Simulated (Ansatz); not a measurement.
The system is MnAs.

```
As Mn
1.0
     3.71000    0.00000    0.00000
    -1.85500    3.21295    0.00000
     0.00000    0.00000    5.69100
As Mn
2 2
Cartesian
  1.8550 1.0710 4.2683
  0.0000 2.1420 1.4227
  0.0000 0.0000 2.8455
  0.0000 0.0000 0.0000
```

```yaml
Program: Ansatz 0.2.0
Task: relaxation of cell and atoms
Functional: PBEsol
Potentials_or_basis: Ansatz PAW
Cutoff: "420 eV (not typed: the program's choice for these potentials)"
k_mesh: 8 × 8 × 5
Occupations: fermi-dirac, width 0.05 eV
Spin: collinear spin, ferromagnetic start
Starting_moments: "[0.0, 0.0, 4.0, 4.0] μB"
Hubbard_terms: Mn d U = 5 eV
```

At the start: volume 16.96 Å³/atom.

Where does the relaxation end?

It ends after 8 steps and the volume is 19.16 Å³/atom (+13.0 %); space group P6_3/mmc (No. 194, to 0.05 Å); moment 8.07 μB per cell.

Step by step:
```
step  energy change (eV)  largest force (eV/Å)  volume (Å³)
   1              0.0000                0.0000        67.84
   2             -0.2882                0.0000        75.47
   3             -0.2920                0.0000        76.37
   4             -0.2921                0.0000        76.58
   5             -0.2952                0.0000        76.58
   6             -0.2952                0.0000        76.63
   7             -0.2952                0.0000        76.63
   8             -0.2952                0.0000        76.63
```

Final structure:
```
As Mn
1.0
     3.83259    0.00000    0.00000
    -1.91629    3.31912    0.00000
     0.00000    0.00000    6.02404
As Mn
2 2
Direct
  0.66667 0.33333 0.75000
  0.33333 0.66667 0.25000
  0.00000 0.00000 0.50000
  0.00000 0.00000 0.00000
```

Caveat: the magnetic or orbital state may not be the lowest; the plane-wave basis is chosen anew once the cell has moved, so the energies of steps on either side of that aren't comparable; only a ferromagnetic start was run, and an antiferromagnetic order may lie lower in energy; the PAW data sets come from PBE, with cores solved anew for the run's functional, which leaves a small shift of forces and pressure; the U is typed as a test and isn't derived for this compound.
